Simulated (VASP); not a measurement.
# CdS (F-43m) in VASP: further runs, part 2 of 2

VASP 6.6.1.

**4. Relaxation of cell and atoms, PBEsol**

Input file INCAR:

```
PREC = Accurate
ENCUT = 600
EDIFF = 1E-6
ISMEAR = 0
SIGMA = 0.03
LREAL = False
LASPH = True
NELM = 80
ALGO = Normal
ISIF = 3
LWAVE = False
LCHARG = False
GGA = PS
IBRION = 2
NSW = 90
EDIFFG = -0.01
KPAR = 2
```

Input file KPOINTS:

```
Automatic mesh
0
Gamma
  8 8 8
```

Input file POSCAR:

```
CdS
1.0
    0.0000000000      2.9165000000      2.9165000000
    2.9165000000      0.0000000000      2.9165000000
    2.9165000000      2.9165000000      0.0000000000
Cd S
1 1
Direct
    0.0000000000      0.0000000000      0.0000000000
    0.2500000000      0.2500000000      0.2500000000
```

Potentials or basis: VASP PAW PBE potentials, release 64 (Cd, S).

The run is started by

```
$ cat potpaw_PBE.64/Cd/POTCAR potpaw_PBE.64/S/POTCAR > POTCAR
$ mpirun -np 2 vasp_std > vasp.out
```

OUTCAR:

```text
PREC = Accurate
   ENCUT = 600
   EDIFF = 1E-6
   ISMEAR = 0
   LREAL = False
   LASPH = True
   NELM = 80
   ISIF = 3
   GGA = PS
   IBRION = 2
   NSW = 90
   EDIFFG = -0.01

 ion  position               nearest neighbor table
   1  0.000  0.000  0.000-   2 2.53   2 2.53   2 2.53   2 2.53
   2  0.250  0.250  0.250-   1 2.53   1 2.53   1 2.53   1 2.53

  LATTYP: Found a face centered cubic cell.
 ALAT       =     5.8330000000

  Lattice vectors:

 A1 = (   0.0000000000,   2.9165000000,   2.9165000000)
 A2 = (   2.9165000000,   0.0000000000,   2.9165000000)
 A3 = (   2.9165000000,   2.9165000000,   0.0000000000)

Analysis of symmetry for initial positions (statically):
=====================================================================
 Subroutine PRICEL returns:
 Original cell was already a primitive cell.

 Routine SETGRP: Setting up the symmetry group for a
 face centered cubic supercell.

 Subroutine GETGRP returns: Found 24 space group operations
 (whereof 24 operations were pure point group operations)
 out of a pool of 48 trial point group operations.

The static configuration has the point symmetry T_d .

Analysis of symmetry for dynamics (positions and initial velocities):
=====================================================================
 Subroutine PRICEL returns:
 Original cell was already a primitive cell.

 Routine SETGRP: Setting up the symmetry group for a
 face centered cubic supercell.

 Subroutine GETGRP returns: Found 24 space group operations
 (whereof 24 operations were pure point group operations)
 out of a pool of 48 trial point group operations.

The dynamic configuration has the point symmetry T_d .

[... 173 lines left out ...]
      1.45825      1.45825      1.45825        -0.000000     -0.000000     -0.000000
 -----------------------------------------------------------------------------------
    total drift:                               -0.000000     -0.000000     -0.000000

  FREE ENERGIE OF THE ION-ELECTRON SYSTEM (eV)
  ---------------------------------------------------
  free  energy   TOTEN  =        -6.8136646706 eV

  energy  without entropy=       -6.8136646706  energy(sigma->0) =       -6.81366467

--------------------------------------- Ionic step        2  -------------------------------------------

 number of electron      17.9999999 magnetization

 Free energy of the ion-electron system (eV)
  ---------------------------------------------------
  ext. energy  EPLUGINS =         0.00000000
  ---------------------------------------------------
  free energy    TOTEN  =        -6.81367957 eV

  energy without entropy =       -6.81367957  energy(sigma->0) =       -6.81367957

 E-fermi :   1.3564     XC(G=0):  -9.3687

 val. band max:        1.1941215688   @ k =   0.0000   0.0000   0.0000
 cond. band min:       2.1983652996   @ k =   0.0000   0.0000   0.0000
 fundamental gap:      1.0042437308
 Fermi energy:         1.3564161795

 k-point     1 :       0.0000    0.0000    0.0000
  band No.  band energies     occupation
      1     -11.1777      2.00000
      2      -6.5277      2.00000
      3      -6.5277      2.00000
      4      -6.5277      2.00000
      5      -6.0423      2.00000
      6      -6.0423      2.00000
      7       1.1941      2.00000
      8       1.1941      2.00000
      9       1.1941      2.00000
     10       2.1984      0.00000
     11       7.6396      0.00000
     12       7.6396      0.00000
     13       7.6396      0.00000
[... 354 lines left out ...]
  band No.  band energies     occupation
      1     -10.6748      2.00000
      2      -6.3635      2.00000
      3      -6.3241      2.00000
      4      -6.0700      2.00000
      5      -6.0158      2.00000
      6      -5.5477      2.00000
      7      -2.9801      2.00000
      8      -0.7765      2.00000
      9      -0.0447      2.00000
     10       5.4790      0.00000
     11       6.8833      0.00000
     12       8.3109      0.00000
     13       9.4533      0.00000

 [... further k-points ...]
[... 5 lines left out ...]
  --------------------------------------------------------------------------------------
  -------------------------------------------------------------------------------------
  Total       -0.0105613     -0.0105613     -0.0105613      0.0000000     -0.0000000      0.0000000
  in kB       -0.3403574     -0.3403574     -0.3403574      0.0000000     -0.0000000      0.0000000
  external PRESSURE =      -0.3403574 kB  Pullay stress =       0.0000000 kB

 VOLUME and BASIS-vectors are now :
 -----------------------------------------------------------------------------
  energy-cutoff  :      600.00
  volume of cell :       49.72
      direct lattice vectors                 reciprocal lattice vectors
    -0.000000000  2.918460911  2.918460911    -0.171323179  0.171323179  0.171323179
     2.918460911 -0.000000000  2.918460911     0.171323179 -0.171323179  0.171323179
     2.918460911  2.918460911 -0.000000000     0.171323179  0.171323179 -0.171323179

 POSITION                                       TOTAL-FORCE (eV/Angst)
 -----------------------------------------------------------------------------------
      2.91846      2.91846     -0.00000         0.000000     -0.000000      0.000000
      1.45923      1.45923      1.45923        -0.000000      0.000000     -0.000000
 -----------------------------------------------------------------------------------
    total drift:                               -0.000000     -0.000000     -0.000000

  FREE ENERGIE OF THE ION-ELECTRON SYSTEM (eV)
  ---------------------------------------------------
  free  energy   TOTEN  =        -6.8136795677 eV

  energy  without entropy=       -6.8136795677  energy(sigma->0) =       -6.81367957

 reached required accuracy - stopping structural energy minimisation
```

It took 12 s on 2 MPI ranks of Intel Xeon 6975P-C (Granite Rapids), shared host; peak memory 0.21 GiB.

What came out:

```yaml
Free_energy: -6.8137 eV
Relaxed_volume: 24.86 Å³/atom
Relaxed_cell: a = 4.127 Å, b = 4.127 Å, c = 4.127 Å, α = 60.00°, β = 60.00°, γ = 60.00°
Space_group_after_relaxing_to_0.05_Å: F-43m (No. 216)
Energy_gained_by_relaxing: 0.0 meV/atom
Ionic_steps: 2
Pressure_after_relaxing: 0.0 GPa
Band_gap_on_the_k_mesh: 1.00 eV, direct
```

Final structure:
```
Cd S
1.0
     0.00000    2.91846    2.91846
     2.91846    0.00000    2.91846
     2.91846    2.91846    0.00000
Cd S
1 1
Direct
  0.00000 0.00000 0.00000
  0.25000 0.25000 0.25000
```

Caveat: the PAW data sets were made with another functional, which shifts forces and pressure a little.

**5. Relaxation of cell and atoms, PBEsol**

This run uses another cell than the first one, of 24.86 Å³/atom, 1.002 times its volume.

Edit INCAR of step 4 so:

```diff
@@ -2,3 +2,3 @@
 ENCUT = 600
-EDIFF = 1E-6
+EDIFF = 1E-7
 ISMEAR = 0
@@ -15,3 +15,3 @@
 NSW = 90
-EDIFFG = -0.01
+EDIFFG = -0.005
 KPAR = 2
```

KPOINTS is that of step 4.

Input file POSCAR:

```
CdS                                     
1.0
   -0.0000000000      2.9184609109      2.9184609109
    2.9184609109     -0.0000000000      2.9184609109
    2.9184609109      2.9184609109     -0.0000000000
  Cd              S             
     1     1
Direct
     0.0000000000000000    0.0000000000000000    1.0000000000000000
     0.2500000000000000    0.2500000000000000    0.2500000000000000
```

Potentials or basis: VASP PAW PBE potentials, release 64 (Cd, S).

The run is started by

```
$ cat potpaw_PBE.64/Cd/POTCAR potpaw_PBE.64/S/POTCAR > POTCAR
$ mpirun -np 2 vasp_std > vasp.out
```

OUTCAR:

```text
PREC = Accurate
   ENCUT = 600
   EDIFF = 1E-7
   ISMEAR = 0
   LREAL = False
   LASPH = True
   NELM = 80
   ISIF = 3
   GGA = PS
   IBRION = 2
   NSW = 90
   EDIFFG = -0.005

 ion  position               nearest neighbor table
   1  0.000  0.000  0.000-   2 2.53   2 2.53   2 2.53   2 2.53
   2  0.250  0.250  0.250-   1 2.53   1 2.53   1 2.53   1 2.53

  LATTYP: Found a face centered cubic cell.
 ALAT       =     5.8369218218

  Lattice vectors:

 A1 = (   0.0000000000,   2.9184609109,   2.9184609109)
 A2 = (   2.9184609109,   0.0000000000,   2.9184609109)
 A3 = (   2.9184609109,   2.9184609109,   0.0000000000)

Analysis of symmetry for initial positions (statically):
=====================================================================
 Subroutine PRICEL returns:
 Original cell was already a primitive cell.

 Routine SETGRP: Setting up the symmetry group for a
 face centered cubic supercell.

 Subroutine GETGRP returns: Found 24 space group operations
 (whereof 24 operations were pure point group operations)
 out of a pool of 48 trial point group operations.

The static configuration has the point symmetry T_d .

Analysis of symmetry for dynamics (positions and initial velocities):
=====================================================================
 Subroutine PRICEL returns:
 Original cell was already a primitive cell.

 Routine SETGRP: Setting up the symmetry group for a
 face centered cubic supercell.

 Subroutine GETGRP returns: Found 24 space group operations
 (whereof 24 operations were pure point group operations)
 out of a pool of 48 trial point group operations.

The dynamic configuration has the point symmetry T_d .

 Subroutine INISYM returns: Found 24 space group operations
 (whereof 24 operations are pure point group operations),
[... 171 lines left out ...]
      1.45923      1.45923      1.45923         0.000000      0.000000      0.000000
 -----------------------------------------------------------------------------------
    total drift:                               -0.000000     -0.000000     -0.000000

  FREE ENERGIE OF THE ION-ELECTRON SYSTEM (eV)
  ---------------------------------------------------
  free  energy   TOTEN  =        -6.8137157566 eV

  energy  without entropy=       -6.8137157566  energy(sigma->0) =       -6.81371576

--------------------------------------- Ionic step        2  -------------------------------------------

 number of electron      17.9999999 magnetization

 Free energy of the ion-electron system (eV)
  ---------------------------------------------------
  ext. energy  EPLUGINS =         0.00000000
  ---------------------------------------------------
  free energy    TOTEN  =        -6.81371894 eV

  energy without entropy =       -6.81371894  energy(sigma->0) =       -6.81371894

 E-fermi :   1.3641     XC(G=0):  -9.3726

 val. band max:        1.2015037022   @ k =   0.0000   0.0000   0.0000
 cond. band min:       2.2075138273   @ k =   0.0000   0.0000   0.0000
 fundamental gap:      1.0060101251
 Fermi energy:         1.3641362183

 k-point     1 :       0.0000    0.0000    0.0000
  band No.  band energies     occupation
      1     -11.1756      2.00000
      2      -6.5235      2.00000
      3      -6.5235      2.00000
      4      -6.5235      2.00000
      5      -6.0370      2.00000
      6      -6.0370      2.00000
      7       1.2015      2.00000
      8       1.2015      2.00000
      9       1.2015      2.00000
     10       2.2075      0.00000
     11       7.6467      0.00000
     12       7.6467      0.00000
     13       7.6467      0.00000
[... 354 lines left out ...]
  band No.  band energies     occupation
      1     -10.6717      2.00000
      2      -6.3590      2.00000
      3      -6.3195      2.00000
      4      -6.0648      2.00000
      5      -6.0104      2.00000
      6      -5.5414      2.00000
      7      -2.9775      2.00000
      8      -0.7718      2.00000
      9      -0.0393      2.00000
     10       5.4887      0.00000
     11       6.8903      0.00000
     12       8.3200      0.00000
     13       9.4624      0.00000

 [... further k-points ...]
[... 5 lines left out ...]
  --------------------------------------------------------------------------------------
  -------------------------------------------------------------------------------------
  Total        0.0043425      0.0043425      0.0043425     -0.0000000     -0.0000000      0.0000000
  in kB        0.1400652      0.1400652      0.1400652     -0.0000000     -0.0000000      0.0000000
  external PRESSURE =       0.1400652 kB  Pullay stress =       0.0000000 kB

 VOLUME and BASIS-vectors are now :
 -----------------------------------------------------------------------------
  energy-cutoff  :      600.00
  volume of cell :       49.67
      direct lattice vectors                 reciprocal lattice vectors
     0.000000000  2.917635263  2.917635263    -0.171371661  0.171371661  0.171371661
     2.917635263 -0.000000000  2.917635263     0.171371661 -0.171371661  0.171371661
     2.917635263  2.917635263  0.000000000     0.171371661  0.171371661 -0.171371661

 POSITION                                       TOTAL-FORCE (eV/Angst)
 -----------------------------------------------------------------------------------
      2.91764      5.83527      2.91764         0.000000      0.000000      0.000000
      1.45882      1.45882      1.45882        -0.000000     -0.000000     -0.000000
 -----------------------------------------------------------------------------------
    total drift:                               -0.000000     -0.000000     -0.000000

  FREE ENERGIE OF THE ION-ELECTRON SYSTEM (eV)
  ---------------------------------------------------
  free  energy   TOTEN  =        -6.8137189450 eV

  energy  without entropy=       -6.8137189450  energy(sigma->0) =       -6.81371894

 reached required accuracy - stopping structural energy minimisation
```

It took 13 s on 2 MPI ranks of Intel Xeon 6975P-C (Granite Rapids), shared host; peak memory 0.21 GiB.

Results:

```yaml
Free_energy: -6.8137 eV
Relaxed_volume: 24.84 Å³/atom
Relaxed_cell: a = 4.126 Å, b = 4.126 Å, c = 4.126 Å, α = 60.00°, β = 60.00°, γ = 60.00°
Space_group_after_relaxing_to_0.05_Å: F-43m (No. 216)
Energy_gained_by_relaxing: 0.0 meV/atom
Ionic_steps: 2
Pressure_after_relaxing: 0.0 GPa
Band_gap_on_the_k_mesh: 1.01 eV, direct
```

Final structure:
```xyz
2
Lattice="0.0000 2.9176 2.9176 2.9176 0.0000 2.9176 2.9176 2.9176 0.0000" Properties=species:S:1:pos:R:3 pbc="T T T"
Cd    2.9176    5.8353    2.9176
S     1.4588    1.4588    1.4588
```

Caveat: the PAW data sets were made with another functional, which shifts forces and pressure a little. PBEsol gaps usually lie below the measured ones, often by a third to a half.
